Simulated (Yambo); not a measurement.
# SiC (Moissanite 3C) (F-43m) in Yambo: a series of runs

One crystal, SiC (Moissanite 3C), is run at these levels: PBEsol; tasks: optical spectrum.

Everything below comes from runs of Yambo 5.3.0. Logs are shortened: lines on timing, memory, paths and dates and some standing lists are left out, and cuts for length are marked.

**Measured values to compare with.**

From “Insight into the structural, elastic and electronic properties of a new orthorhombic 6O-SiC polytype”, 2020, pmc:7200658, for a bulk crystal of SiC: band gap 2.4 eV (indirect).

The runs below are set against these values where they give the same quantity.

## Step 1: Starting point

It takes space group F-43m (No. 216, cubic). Conventional cell: a = 4.358 Å, b = 4.358 Å, c = 4.358 Å, α = 90.00°, β = 90.00°, γ = 90.00°. Si (site symmetry -43m) is surrounded by 4 C at 1.89 Å. C (site symmetry -43m) has 4 Si at 1.89 Å as nearest neighbours.

## Step 2: Optical spectrum, PBEsol

Contents of optics2.in:

```
optics
chi
tddft
Chimod= "ALDA"
% BndsRnXd
 1 | 29 |
%
NGsBlkXd= 2 Ry
% LongDrXd
 0 | 1 | 0 |
%
% QpntsRXd
 1 | 1 |
%
% EnRngeXd
 0 | 20 | eV
%
% DmRngeXd
 0.2 | 0.2 | eV
%
ETStpsXd= 300
FxcGRLc= 2 Ry
VXCRLvcs= 2 Ry
```

Contents of scf.in:

```
&CONTROL
  calculation = 'scf'
  prefix = 'pwscf'
  outdir = './tmp'
  pseudo_dir = './pseudo'
/
&SYSTEM
  ibrav = 0
  nat = 2
  ntyp = 2
  ecutwfc = 82
  nbnd = 9
  occupations = 'smearing'
  smearing = 'fd'
  degauss = 0.00367493
  force_symmorphic = .true.
/
&ELECTRONS
  conv_thr = 4d-10
  electron_maxstep = 120
  mixing_beta = 0.5
/
ATOMIC_SPECIES
Si    28.0850 Si.upf
C     12.0110 C.upf
CELL_PARAMETERS angstrom
   0.0000000000    2.1790000000    2.1790000000
   2.1790000000    0.0000000000    2.1790000000
   2.1790000000    2.1790000000    0.0000000000
ATOMIC_POSITIONS crystal
Si     0.0000000000    0.0000000000    0.0000000000
C      0.7500000000    0.7500000000    0.7500000000
K_POINTS automatic
12 12 12 0 0 0
```

Contents of nscf.in:

```
&CONTROL
  calculation = 'nscf'
  prefix = 'pwscf'
  outdir = './tmp'
  pseudo_dir = './pseudo'
/
&SYSTEM
  ibrav = 0
  nat = 2
  ntyp = 2
  ecutwfc = 82
  nbnd = 29
  occupations = 'fixed'
  force_symmorphic = .true.
/
&ELECTRONS
  conv_thr = 1d-08
  diago_full_acc = .true.
  diago_thr_init = 1d-06
/
ATOMIC_SPECIES
Si    28.0850 Si.upf
C     12.0110 C.upf
CELL_PARAMETERS angstrom
   0.0000000000    2.1790000000    2.1790000000
   2.1790000000    0.0000000000    2.1790000000
   2.1790000000    2.1790000000    0.0000000000
ATOMIC_POSITIONS crystal
Si     0.0000000000    0.0000000000    0.0000000000
C      0.7500000000    0.7500000000    0.7500000000
K_POINTS automatic
12 12 12 0 0 0
```

Potentials or basis: PseudoDojo 0.4.1 SR PBEsol standard.

Started as:

```
> OMP_NUM_THREADS=1 pw.x -in scf.in > scf.out
> OMP_NUM_THREADS=1 pw.x -in nscf.in > nscf.out
> cd tmp/pwscf.save; p2y; mv SAVE ../..; cd ../..
> OMP_NUM_THREADS=1 yambo
> OMP_NUM_THREADS=1 yambo -F optics2.in -J optics2 -C optics2_out
```

Yambo's report:

```text
[... sections 02.01 to 02.04 as in the set-up run ...]

  [02.05] Energies & Occupations
  ==============================

  [X] === General ===
  [X] Electronic Temperature                        :  0.000000  0.000000 [eV K]
  [X] Bosonic    Temperature                        :  0.000000  0.000000 [eV K]
  [X] Finite Temperature mode                       : no
  [X] El. density                                   :  0.38662E+24 [cm-3]
  [X] Fermi Level                                   :  9.438293 [eV]

  [X] === Gaps and Widths ===
  [X] Conduction Band Min                           :  1.240578 [eV]
  [X] Valence Band Max                              :  0.000000 [eV]
  [X] Filled Bands                                  :   4
  [X] Empty Bands                                   :   5  29
  [X] Direct Gap                                    :  4.458127 [eV]
  [X] Direct Gap localized at k                     :   43
  [X] Indirect Gap                                  :  1.240578 [eV]
  [X] Indirect Gap between kpts                     :    1   43
  [X] Last valence band width                       :  4.754514 [eV]
  [X] 1st conduction band width                     :  5.713716 [eV]

 [03] Transferred momenta grid and indexing
 ==========================================

 IBZ Q-points                                      :   72
 BZ  Q-points                                      :  1728

 K/Q-points units:
 rlu = crystal or reduced units; cc = cartesian coordinates; iku = interal k-units

 Q [ 1]         [rlu]:  0.000000  0.000000  0.000000
 Q [ 2]         [rlu]: -0.72797E-18 -0.72797E-18  0.83333E-01
 Q [ 3]         [rlu]:  0.16734E-16  0.16734E-16  0.16667
 Q [ 4]         [rlu]: -0.86518E-17 -0.86518E-17  0.25000
 Q [ 5]         [rlu]:  0.33468E-16  0.33468E-16  0.33333
 Q [ 6]         [rlu]: -0.67377E-17 -0.67377E-17  0.41667
 Q [ 7]         [rlu]:  0.17304E-16  0.17304E-16 -0.50000
 Q [ 8]         [rlu]:  0.98813E-17  0.83333E-01  0.83333E-01
 Q [ 9]         [rlu]:  0.40550E-17  0.83333E-01  0.16667
 Q [10]         [rlu]:  0.28560E-17  0.83333E-01  0.25000
 Q [11]         [rlu]:  0.95379E-17  0.83333E-01  0.33333
 Q [12]         [rlu]:  0.16220E-16  0.83333E-01  0.41667
 Q [13]         [rlu]: -0.27753E-16  0.83333E-01  0.50000
 Q [14]         [rlu]:  0.19188E-16  0.83333E-01 -0.41667
 Q [15]         [rlu]: -0.14278E-16  0.83333E-01 -0.33333
[... 33 lines left out ...]
 Q [49]         [rlu]:  0.083333  0.250000  0.333333
 Q [50]         [rlu]:  0.083333  0.250000  0.416667

 Remaining 22 points informations can be written running with -fatlog

 [04] Dipoles
 ============

  [04.01] Setup: observables and procedures
  =========================================

  [WF-Oscillators/G space/Transverse up loader] Normalization (few states)  min/max  :  0.63888E-16   1.0000

  [WR./optics2//ndb.dipoles]------------------------------------------------------
   Brillouin Zone Q/K grids (IBZ/BZ)                :    72  1728    72  1728
   RL vectors                                       :  2397 [WF]
   Fragmentation                                    : yes
   Electronic Temperature                           :  0.000000 [K]
   Bosonic    Temperature                           :  0.000000 [K]
   DIP band range                                   :   1  29
   DIP band range limits                            :   4   5
   DIP e/h energy range                             : -1.000000 -1.000000 [eV]
   RL vectors in the sum                            :  2397
   [r,Vnl] included                                 : yes
   Bands ordered                                    : yes
   Direct v evaluation                              : no
   Approach used                                    : G-space v
   Dipoles computed                                 : R V P [G-space]
   Wavefunctions                                    : Perdew, Burke & Ernzerhof SOL(X)+Perdew, Burke & Ernzerhof SOL(C)

  [WARNING] [r,Vnl^pseudo] included in position and velocity dipoles.

  [WARNING] In case H contains other non local terms, these are neglected

 [05] Optics
 ===========

 [xc] Functional : Perdew, Burke & Ernzerhof SOL(X)+Perdew, Burke & Ernzerhof SOL(C)
 [xc] LIBXC used to calculate xc functional
  PP Number of Atomic Species                      :  2
  NLCC RL compoments                               :  14067
 [X-CG] R(p) Tot o/o(of R):    6375  172800     100
```

o-optics2.eps_q1_inv_alda_dyson:

```text
# Absorption @ Q(1):   0.00000000      1.00000000      0.00000000    [q->0 direction]
#
# [ X ] Hartree size                              :  15
# [GEN] GF Energies                               : Perdew, Burke & Ernzerhof SOL(X)+Perdew, Burke & Ernzerhof SOL(C)
# [GEN] Green`s Function                          : T-ordered
#
# [GEN] Gauge                                     : Length
# [GEN] [r,Vnl] included                          : yes
#
#    E[1] [eV]          Im(eps)            Re(eps)            Im(eps_o)          Re(eps_o)
#
        0.000000           0.160929           7.044174           0.172048           7.331036
        0.066890           0.160977           7.044696           0.172098           7.331589
        0.133779           0.161118           7.046262           0.172249           7.333247
        0.200669           0.161355           7.048874           0.172500           7.336014
        0.267559           0.161687           7.052535           0.172854           7.339891
        0.334448           0.162116           7.057250           0.173309           7.344886
[... 292 lines left out ...]
        19.93311           0.296908          -0.314217           0.271947          -0.312329
        20.00000           0.293295          -0.296798           0.270197          -0.296030
#
```

Wall time 41 s (1 thread of Arm Neoverse V2, shared host); peak memory 0.5 GiB.

Results:

```yaml
Band_gap_on_the_k_mesh_mean-field_level: 1.24 eV, indirect (least direct gap 4.46 eV)
Electronic_dielectric_constant_along_the_field: 7.04
Electronic_dielectric_constant_along_the_field_independent_particles: 7.33
```

Dielectric function (along the field direction of the input):
```csv
energy (eV),real part,imaginary part
0.27,7.05,0.16
1.27,7.24,0.18
2.34,7.78,0.24
3.34,8.85,0.38
4.41,11.71,1.61
5.42,13.58,6.05
6.49,12.38,17.92
7.49,0.32,9.19
8.56,-4.36,12.53
9.57,-4.33,6.82
10.64,-2.27,4.79
11.64,-3.12,3.02
12.71,-2.29,2.29
13.71,-1.74,1.86
14.78,-1.39,1.42
15.79,-1.37,0.93
16.86,-0.97,0.75
17.86,-0.71,0.56
18.93,-0.53,0.41
20.00,-0.30,0.29
```

Caveat: the LDA kernel is used on GGA states, which is inconsistent by a few percent; spectra need much finer meshes, so this one isn't converged; these spectra lack excitons.

## Step 3: Optical spectrum, PBEsol

Contents of optics3.in:

```
optics
chi
Chimod= "IP"
% BndsRnXd
 1 | 29 |
%
% LongDrXd
 1 | 1 | 0 |
%
% QpntsRXd
 1 | 1 |
%
% EnRngeXd
 0 | 10 | eV
%
% DmRngeXd
 0.3 | 0.3 | eV
%
ETStpsXd= 300
```

scf.in is that of step 2.

nscf.in is that of step 2.

Potentials or basis: PseudoDojo 0.4.1 SR PBEsol standard.

Started as:

```
> OMP_NUM_THREADS=1 pw.x -in scf.in > scf.out
> OMP_NUM_THREADS=1 pw.x -in nscf.in > nscf.out
> cd tmp/pwscf.save; p2y; mv SAVE ../..; cd ../..
> OMP_NUM_THREADS=1 yambo
> OMP_NUM_THREADS=1 yambo -F optics3.in -J optics3 -C optics3_out
```

Yambo's report:

```text
[... sections 02.01 to 02.04 as in the set-up run ...]

  [02.05] Energies & Occupations
  ==============================

  [X] === General ===
  [X] Electronic Temperature                        :  0.000000  0.000000 [eV K]
  [X] Bosonic    Temperature                        :  0.000000  0.000000 [eV K]
  [X] Finite Temperature mode                       : no
  [X] El. density                                   :  0.38662E+24 [cm-3]
  [X] Fermi Level                                   :  9.438293 [eV]

  [X] === Gaps and Widths ===
  [X] Conduction Band Min                           :  1.240578 [eV]
  [X] Valence Band Max                              :  0.000000 [eV]
  [X] Filled Bands                                  :   4
  [X] Empty Bands                                   :   5  29
  [X] Direct Gap                                    :  4.458127 [eV]
  [X] Direct Gap localized at k                     :   43
  [X] Indirect Gap                                  :  1.240578 [eV]
  [X] Indirect Gap between kpts                     :    1   43
  [X] Last valence band width                       :  4.754514 [eV]
  [X] 1st conduction band width                     :  5.713716 [eV]

 [03] Transferred momenta grid and indexing
 ==========================================

 IBZ Q-points                                      :   72
 BZ  Q-points                                      :  1728

 K/Q-points units:
 rlu = crystal or reduced units; cc = cartesian coordinates; iku = interal k-units

 Q [ 1]         [rlu]:  0.000000  0.000000  0.000000
 Q [ 2]         [rlu]: -0.72797E-18 -0.72797E-18  0.83333E-01
 Q [ 3]         [rlu]:  0.16734E-16  0.16734E-16  0.16667
 Q [ 4]         [rlu]: -0.86518E-17 -0.86518E-17  0.25000
 Q [ 5]         [rlu]:  0.33468E-16  0.33468E-16  0.33333
 Q [ 6]         [rlu]: -0.67377E-17 -0.67377E-17  0.41667
 Q [ 7]         [rlu]:  0.17304E-16  0.17304E-16 -0.50000
 Q [ 8]         [rlu]:  0.98813E-17  0.83333E-01  0.83333E-01
 Q [ 9]         [rlu]:  0.40550E-17  0.83333E-01  0.16667
 Q [10]         [rlu]:  0.28560E-17  0.83333E-01  0.25000
 Q [11]         [rlu]:  0.95379E-17  0.83333E-01  0.33333
 Q [12]         [rlu]:  0.16220E-16  0.83333E-01  0.41667
 Q [13]         [rlu]: -0.27753E-16  0.83333E-01  0.50000
 Q [14]         [rlu]:  0.19188E-16  0.83333E-01 -0.41667
 Q [15]         [rlu]: -0.14278E-16  0.83333E-01 -0.33333
[... 33 lines left out ...]
 Q [49]         [rlu]:  0.083333  0.250000  0.333333
 Q [50]         [rlu]:  0.083333  0.250000  0.416667

 Remaining 22 points informations can be written running with -fatlog

 [04] Dipoles
 ============

  [04.01] Setup: observables and procedures
  =========================================

  [WF-Oscillators/G space/Transverse up loader] Normalization (few states)  min/max  :  0.63888E-16   1.0000

  [WR./optics3//ndb.dipoles]------------------------------------------------------
   Brillouin Zone Q/K grids (IBZ/BZ)                :    72  1728    72  1728
   RL vectors                                       :  2397 [WF]
   Fragmentation                                    : yes
   Electronic Temperature                           :  0.000000 [K]
   Bosonic    Temperature                           :  0.000000 [K]
   DIP band range                                   :   1  29
   DIP band range limits                            :   4   5
   DIP e/h energy range                             : -1.000000 -1.000000 [eV]
   RL vectors in the sum                            :  2397
   [r,Vnl] included                                 : yes
   Bands ordered                                    : yes
   Direct v evaluation                              : no
   Approach used                                    : G-space v
   Dipoles computed                                 : R V P [G-space]
   Wavefunctions                                    : Perdew, Burke & Ernzerhof SOL(X)+Perdew, Burke & Ernzerhof SOL(C)

  [WARNING] [r,Vnl^pseudo] included in position and velocity dipoles.

  [WARNING] In case H contains other non local terms, these are neglected

 [05] Optics
 ===========

 [X-CG] R(p) Tot o/o(of R):    6375  172800     100
```

Run time: 39 s. Hardware: 1 thread of Arm Neoverse V2, shared host; peak memory 0.25 GiB.

What came out:

```
Band gap on the k mesh, mean-field level       : 1.24 eV, indirect (least direct gap 4.46 eV)
Electronic dielectric constant along the field : 7.32
```

Dielectric function (along the field direction of the input):
```csv
energy (eV),real part,imaginary part
0.27,7.33,0.26
0.60,7.37,0.26
0.94,7.43,0.27
1.27,7.53,0.29
1.61,7.66,0.31
1.94,7.83,0.33
2.27,8.05,0.37
2.61,8.32,0.42
2.94,8.67,0.49
3.28,9.11,0.58
3.61,9.68,0.74
3.95,10.46,1.01
4.28,11.48,1.62
4.62,12.39,2.81
4.95,12.98,4.09
5.28,13.60,5.88
5.62,14.05,8.10
5.95,13.03,10.84
6.29,13.08,13.48
6.62,8.69,18.22
6.96,1.93,17.74
7.29,-0.68,12.19
7.63,1.46,10.53
7.96,2.27,12.10
8.29,-0.41,14.10
8.63,-4.31,11.68
8.96,-4.21,9.12
9.30,-4.51,8.06
9.63,-4.59,6.41
10.00,-3.91,5.24
```

Caveat: spectra need much finer meshes, so this one isn't converged; independent-particle spectra lack excitons.

(Part 1 of 3 ends here.)
